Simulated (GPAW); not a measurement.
Input of a GPAW 26.7.0 run:

File run.py:

```python
from ase.eos import EquationOfState
from ase.io import Trajectory, read
from ase.units import GPa
from gpaw import GPAW, PW

atoms = read('POSCAR')

traj = Trajectory('eos.traj', 'w')
volumes, energies = [], []
for x in [0.94, 0.96, 0.98, 1.0, 1.02, 1.04, 1.06]:
    a = atoms.copy()
    a.set_cell(atoms.cell * x**(1 / 3), scale_atoms=True)
    calc = GPAW(mode=PW(600),
                xc='revPBE',
                kpts={'size': (9, 9, 9), 'gamma': True},
                occupations={'name': 'fermi-dirac', 'width': 0.05},
                nbands=17,
                convergence={'density': 1e-05, 'energy': 1e-05},
                maxiter=150,
                txt=f'eos-{x:.2f}.txt')
    a.calc = calc
    energies.append(a.get_potential_energy(force_consistent=True))
    volumes.append(a.get_volume())
    p = -a.get_stress()[:3].mean() / GPa
    calc.write(f'eos-{x:.2f}.gpw')
    traj.write(a)
    print(f'{x:.2f} {volumes[-1]:10.4f} A^3 {energies[-1]:14.6f} eV {p:9.3f} GPa', flush=True)

v0, e0, B = EquationOfState(volumes, energies, eos='birchmurnaghan').fit()
print(f'V0 = {v0:.4f} A^3, E0 = {e0:.6f} eV, B0 = {B / GPa:.2f} GPa')
```

Contents of POSCAR:

```
Pt
1.0
    0.0000000000      1.9609000000      1.9609000000
    1.9609000000      0.0000000000      1.9609000000
    1.9609000000      1.9609000000      0.0000000000
Pt
1
Direct
    0.0000000000      0.0000000000      0.0000000000
```

Potentials or basis: the program's PAW data sets (release 1.2.1) made for this functional, pw.

The run is started by

```bash
$ OMP_NUM_THREADS=1 python run.py
```

(1) Predict the equilibrium volume.

(2) Estimate the bulk modulus.

## Answers

(1) 15.81 Å³/atom.

(2) 235 GPa.
